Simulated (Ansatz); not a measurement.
Se, DFT, LDA, all-electron PAW with datasets made for the crystal, scalar-relativistic (Ansatz 0.2.0), run on 1 thread of Arm Neoverse V1 on a shared host.

The geometry is COD entry 9012501, unchecked; take it as a test cell. The listed cell was then made from it by scaling, straining or moving an atom.

Command: `ansatz run input.yaml --threads 1 --pin off --max-ram 4096MiB --backend cpu --events-out ev --progress --plain --runs-dir out`

```yaml
crystal:
  lattice:
    - [4.4098619484, 0.0, 0.0]
    - [-2.2049309742, 3.8190524745, 0.0]
    - [0.0, 0.0, 4.9536]
  atoms:
    - { symbol: Se, position: [0.2254, 0.0, 0.3333333333] }
    - { symbol: Se, position: [0.0, 0.2254, 0.6666666667] }
    - { symbol: Se, position: [0.7746, 0.7746, 0.0] }
kpoints:
  mp_grid: { grid: [6, 6, 5] }
scf:
  occupations: { method: fermi_dirac, width: 0.03 }
hamiltonian:
  xc: lda
  pseudopotentials: { kind: all_electron, datasets: crystal }
output:
  forces: true
  stress: true
  eigenvalues: true
  efg: { contact_densities: true }
```

Question: How large is the problem that the program sets up?

Answer: 27 irreducible k-points, 539 plane waves at Γ, 13 bands.

Question: Estimate the wall time and the peak memory.

Answer: 7 s of wall time for 7 SCF iterations, with a peak of 0.39 GiB. Times on shared machines scatter by tens of per cent.

Question: And the same cell and mesh by PAW with the default files, asked for forces, stress, eigenvalues, efg, on the same hardware?

Answer: 7.7 s, peak memory 0.32 GiB.
